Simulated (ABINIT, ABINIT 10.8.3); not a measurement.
# Lattice constant of sphalerite ZnS: PBEsol falls one per cent short

## What was measured

The reference is the cubic lattice parameter of untreated, multispectral-grade zinc sulfide, $a = 5.411$ Å, from "On the Surface Hardening of Zinc Sulfide Windows by Gallium Sulfide" (2024, PubMed Central 11595366). It was obtained by X-ray diffraction with LaB6 as internal standard on a polycrystalline ceramic with an average grain size of 40 µm. The study concerns gallium diffusion into such windows, and the untreated material serves there as the baseline. With grains this coarse we take the value as that of the bulk crystal, presumably at room temperature.

A second value, 5.409 Å, is a literature figure quoted for comparison in "Photocatalytic Degradation of Rhodamine B Dye and Hydrogen Evolution by Hydrothermally Synthesized NaBH4—Spiked ZnS Nanostructures" (2022, PubMed Central 9046778). It is not an independent measurement by that work, so it supports the reference only loosely.

| compared with | measured | source's wording or label | method |
| --- | --- | --- | --- |
| a (Å) | 5.411 | cubic lattice parameter, untreated; bracketed digit (0) in print appears to be a further decimal | X-ray diffraction with LaB6 internal standard * |
| a (Å) | 5.409 | cubic lattice parameter a | method not stated |

Where a quantity has several values, deviations refer to the one marked *.

Conditions are those given with the value in the passage it was taken from; "not stated" means there, and the paper may say more elsewhere. The values are a selection: others may have been left out beforehand as unlike or outlying.

## Approach

We want the lattice constant of sphalerite within 0.5 % of the reference, which is about 0.03 Å. Semilocal functionals typically miss the lattice constants of such semiconductors by up to one or two per cent, so this target separates a suitable functional from a merely usable one. It also leaves room for the difference between a static calculation and a warm crystal: zero-point motion and thermal expansion together should lengthen $a$ by roughly 0.2 %, and a good static result ought to lie slightly below the measured value.

The model is the perfect two-atom primitive cell, non-magnetic, with the space group kept. Both atoms sit on fixed positions, so the cell length is the only structural freedom. The diffraction structure from which we start has $a = 5.409$ Å, 0.002 Å below the reference, which is of no consequence for the target.

We go directly to PBEsol, a functional built to improve the equilibrium volumes of solids. LDA usually gives cells that are too small and PBE cells that are too large, and neither saves appreciable effort here. The PBEsol result is to be secured against cutoff, k mesh and potentials, and then set beside a neighbouring functional for scale.

System: ZnS (zinc sulfide), sphalerite; F-43m (No. 216), 2 atoms in the primitive cell; the database structure is a diffraction structure: a = 5.409 Å; structure from the Crystallography Open Database.

## 1. PBEsol at two plane-wave cutoffs

A cell relaxation is sensitive to the basis, because an incomplete plane-wave set falsifies the stress. We therefore relax the cell at 20 Ha and again at 26 Ha with the same PAW datasets and the same 6×6×6 mesh. A lower cutoff would be cheaper but could shift the cell for reasons unrelated to the functional. We expect the two lattice constants to agree far more closely than the target requires, and to fall a little short of experiment.

**Run 1.** ABINIT 10.8.3: PBEsol, JTH PAW datasets, cell and atoms relaxed from the database structure, cutoff 20 Ha, 6x6x6 k mesh, Gaussian smearing 0.02 eV; PBE datasets.

Key lines of the input:
```
# potential files: JTH PAW datasets, made for PBE
ecut 20
pawecutdg 40
ecutsm 0.5
dilatmx 1.06
optcell 2
ionmov 2
ntime 50
tolmxf 5.0d-5
ixc -116133
ngkpt 6 6 6
shiftk 0.0 0.0 0.0
occopt 7
tsmear 0.02 eV
nband 14
nstep 80
tolvrs 1.0d-10
diemac 6
pseudos "Zn.xml, S.xml"
ntypat 2
znucl 30 16
natom 2
typat 1 2
# ... acell, rprim, xred
```

Command:
```
OMP_NUM_THREADS=1 mpirun -n 4 abinit run.abi > run.log
```

Selected lines of the output:
```
            acell      7.1567269459E+00  7.1567269459E+00  7.1567269459E+00 Bohr
```

Converged; 18 s on 4 cores of Intel Xeon Platinum 8488C (Sapphire Rapids), shared host.

**Run 2.** ABINIT 10.8.3: PBEsol, JTH PAW datasets, cell and atoms relaxed from the database structure, cutoff 26 Ha, 6x6x6 k mesh, Gaussian smearing 0.02 eV; PBE datasets.

Key lines of the input, as changed from run 1:
```diff
- ecut 20
- pawecutdg 40
+ ecut 26
+ pawecutdg 52
```

Selected lines of the output:
```
            acell      7.1570999506E+00  7.1570999506E+00  7.1570999506E+00 Bohr
```

Converged; wall time 32 s.

| quantity | run 1 | run 2 | measured |
| --- | --- | --- | --- |
| a (Å) | 5.356 | 5.356 | 5.411 |
| conventional cell volume (Å³) | 153.64 | 153.66 |  |
| final pressure (GPa) | −0.00336 | −0.00284 |  |

The two cutoffs give the same lattice constant to the printed precision, $a = 5.356$ Å, so the step from 20 to 26 Ha does not matter here. The value lies 0.055 Å, or 1.0 %, below the reference, twice the deviation we set as the target. We had expected a small shortfall. The estimated 0.2 % for zero-point and thermal expansion has the right sign but covers only about a fifth of this one.

## 2. Denser mesh and other potentials

Before blaming the functional we test the two remaining numerical suspects. One run repeats the 20 Ha relaxation on an 8×8×8 mesh. The other keeps PBEsol but replaces the PAW datasets, which were made for PBE, by PseudoDojo norm-conserving potentials at 42 Ha. That run uses a 4×4×4 mesh, so any difference it shows will contain a mesh effect as well. In a wide-gap semiconductor we expect the mesh to change little, and we doubt that the potentials can account for 0.055 Å.

**Run 3.** ABINIT 10.8.3: PBEsol, JTH PAW datasets, cell and atoms relaxed from the database structure, cutoff 20 Ha, 8x8x8 k mesh, Gaussian smearing 0.02 eV; PBE datasets.

Key lines of the input, as changed from run 1:
```diff
- ngkpt 6 6 6
+ ngkpt 8 8 8
```

Selected lines of the output:
```
            acell      7.1565327992E+00  7.1565327992E+00  7.1565327992E+00 Bohr
```

Converged; wall time 37 s.

**Run 4.** ABINIT 10.8.3: PBEsol, PseudoDojo norm-conserving potentials, cell and atoms relaxed from the database structure, cutoff 42 Ha, 4x4x4 k mesh, Gaussian smearing 0.02 eV.

Key lines of the input:
```
# potential files: PseudoDojo norm-conserving potentials, made for PBEsol
ecut 42
ecutsm 0.5
dilatmx 1.06
optcell 2
ionmov 2
ntime 50
tolmxf 5.0d-5
ngkpt 4 4 4
shiftk 0.0 0.0 0.0
occopt 7
tsmear 0.02 eV
nband 18
nstep 80
tolvrs 1.0d-10
diemac 6
pseudos "Zn.upf, S.upf"
ntypat 2
znucl 30 16
natom 2
typat 1 2
# ... acell, rprim, xred
```

Selected lines of the output:
```
            acell      7.1663719295E+00  7.1663719295E+00  7.1663719295E+00 Bohr
```

Converged; wall time 22 s.

| quantity | run 3 | run 4 | measured |
| --- | --- | --- | --- |
| a (Å) | 5.356 | 5.363 | 5.411 |
| conventional cell volume (Å³) | 153.62 | 154.26 |  |
| final pressure (GPa) | −0.00142 | −0.00166 |  |

The denser mesh changes the lattice constant by less than the printed precision. The run with norm-conserving potentials gives a cell longer by 0.007 Å, at 5.363 Å, which is still 0.9 % below the reference. PBEsol thus misses the target with both sets of potentials, and the greater part of the shortfall remains when the PBE-made datasets are replaced. How much of the 0.007 Å comes from the coarser mesh of the norm-conserving run is still open.

## 3. PBE with and without dispersion

The short PBEsol cell makes us change course. PBE usually gives longer lattice constants, and here it also matches the functional for which the PAW datasets were made. We expect it to overshoot somewhat. The D3(BJ) term adds attraction and should shorten the cell again, so PBE+D3(BJ) is our candidate for the target, with plain PBE beside it to show what the dispersion term does. Both are relaxed at 20 Ha on the 6×6×6 mesh, settings that proved sufficient for PBEsol.

We also repeat the PBEsol relaxation with the PAW datasets on a 4×4×4 mesh, to separate the effect of the mesh from that of the potentials in the last comparison.

**Run 5.** ABINIT 10.8.3: PBE, JTH PAW datasets, cell and atoms relaxed from the database structure, cutoff 20 Ha, 6x6x6 k mesh, Gaussian smearing 0.02 eV.

Key lines of the input, as changed from run 1:
```diff
- ixc -116133
```

Selected lines of the output:
```
            acell      7.2716055991E+00  7.2716055991E+00  7.2716055991E+00 Bohr
```

Converged; wall time 26 s.

**Run 6.** ABINIT 10.8.3: PBE+D3(BJ), JTH PAW datasets, cell and atoms relaxed from the database structure, cutoff 20 Ha, 6x6x6 k mesh, Gaussian smearing 0.02 eV.

Key lines of the input, as changed from run 5:
```diff
+ vdw_xc 7
```

Selected lines of the output:
```
            acell      7.1817619565E+00  7.1817619565E+00  7.1817619565E+00 Bohr
```

Converged; wall time 26 s.

**Run 7.** ABINIT 10.8.3: PBEsol, JTH PAW datasets, cell and atoms relaxed from the database structure, cutoff 20 Ha, 4x4x4 k mesh, Gaussian smearing 0.02 eV; PBE datasets.

Key lines of the input, as changed from run 1:
```diff
- ngkpt 6 6 6
+ ngkpt 4 4 4
```

Selected lines of the output:
```
            acell      7.1662986007E+00  7.1662986007E+00  7.1662986007E+00 Bohr
```

Converged; wall time 12 s.

| quantity | run 5 | run 6 | run 7 | measured |
| --- | --- | --- | --- | --- |
| a (Å) | 5.442 | 5.375 | 5.363 | 5.411 |
| conventional cell volume (Å³) | 161.15 | 155.25 | 154.25 |  |
| final pressure (GPa) | −0.00029 | −0.00094 | −0.00404 |  |

On the same 4×4×4 mesh the PAW datasets and the norm-conserving potentials both give 5.363 Å with PBEsol. The 0.007 Å whose origin we had left open therefore comes from the coarser mesh, and the use of PBE-made datasets does not explain the short PBEsol cell.

PBE overshoots as anticipated, with 5.442 Å, 0.6 % above the reference and narrowly outside the target. The dispersion term shortens the cell by 0.067 Å, more than twice the PBE excess of 0.031 Å. PBE+D3(BJ) consequently ends at 5.375 Å, 0.7 % below the reference, and our candidate misses the target too. The correction has the sign we expected but is too large to bring PBE onto the measured value.

## All runs against the measurement

| run | settings | a (Å) | deviation | cost |
| --- | --- | --- | --- | --- |
| 1 | PBEsol, JTH PAW datasets, cutoff 20 Ha, 6x6x6 k mesh, PBE datasets | 5.356 | −0.055 (−1.0 %) | 72 core-s |
| 2 | PBEsol, JTH PAW datasets, cutoff 26 Ha, 6x6x6 k mesh, PBE datasets | 5.356 | −0.055 (−1.0 %) | 2.2 core-min |
| 3 | PBEsol, JTH PAW datasets, cutoff 20 Ha, 8x8x8 k mesh, PBE datasets | 5.356 | −0.055 (−1.0 %) | 2.5 core-min |
| 4 | PBEsol, PseudoDojo norm-conserving potentials, cutoff 42 Ha, 4x4x4 k mesh | 5.363 | −0.048 (−0.9 %) | 87 core-s |
| 5 | PBE, JTH PAW datasets, cutoff 20 Ha, 6x6x6 k mesh | 5.442 | +0.031 (+0.6 %) | 1.7 core-min |
| 6 | PBE+D3(BJ), JTH PAW datasets, cutoff 20 Ha, 6x6x6 k mesh | 5.375 | −0.036 (−0.7 %) | 1.7 core-min |
| 7 | PBEsol, JTH PAW datasets, cutoff 20 Ha, 4x4x4 k mesh, PBE datasets | 5.363 | −0.048 (−0.9 %) | under 1 core-min |
|  | measured | 5.411 |  |  |

Further runs on the same system, made beside this series (convergence steps with loose settings among them):

| further | settings | a (Å) | deviation | cost |
| --- | --- | --- | --- | --- |
| F1 | Wu-Cohen GGA, JTH PAW datasets, cutoff 20 Ha, 6x6x6 k mesh, PBE datasets | 5.357 | −0.054 (−1.0 %) | 87 core-s |
| F2 | LDA, JTH PAW datasets, cutoff 20 Ha, 6x6x6 k mesh | 5.295 | −0.116 (−2.1 %) | 86 core-s |
| F3 | PBEsol, JTH PAW datasets, cutoff 14 Ha, 6x6x6 k mesh, PBE datasets | 5.359 | −0.052 (−1.0 %) | 60 core-s |
| F4 | PBEsol, JTH PAW datasets, cutoff 20 Ha, 6x6x6 k mesh, optcell 1, PBE datasets | 5.356 | −0.055 (−1.0 %) | 80 core-s |
|  | measured | 5.411 |  |  |

## Conclusion

PBEsol, the level we committed to, misses the target of 0.5 %: it gives $a = 5.356$ Å, 1.0 % below the measured 5.411 Å, at a cost of 72 core-seconds. None of the other functionals meets the target either. PBE comes closest at +0.6 %, a narrow miss, followed by PBE+D3(BJ) at −0.7 %. Wu-Cohen nearly coincides with PBEsol, and LDA is 2.1 % short.

The PBEsol miss is not numerical. A higher cutoff and a denser mesh leave the value unchanged to the printed precision, and norm-conserving potentials agree with the PAW datasets on the same 4×4×4 mesh. That comparison needed the additional coarse-mesh run, without which a mesh effect of 0.007 Å could have been mistaken for one of the potentials. Such checks for the PBE and PBE+D3(BJ) cells are not shown in this report.

Zero-point and thermal expansion, roughly 0.2 %, would reduce the PBEsol shortfall to about 0.8 %, and we ascribe that remainder to the functional. The same allowance widens the PBE excess to about 0.8 % and brings PBE+D3(BJ) close to the limit of the target. The order of these two therefore depends on a correction we only estimated. Even if PBE+D3(BJ) came within the target, it would do so by balancing the long PBE cell against a large dispersion contraction.

The two experimental values differ by only 0.002 Å, but the second is a quoted one and confirms little. Why PBEsol makes this crystal so short is not shown in this report. A hybrid functional would be a sensible next test of how far the semilocal form itself is responsible.

[Logs are printed without paths, hosts, clocks, repeated set-up lines and the standing remarks that a program may print on its own settings, such as how far it seeks lower states.]

[The runs shown are a pick from a larger set of finished runs; failed, doubtful and other runs were left out of it ahead of writing. So were measured values far from every level or from commonly accepted values, and agreement can look better than it is. Lines of input and output are excerpts and may be shortened.]
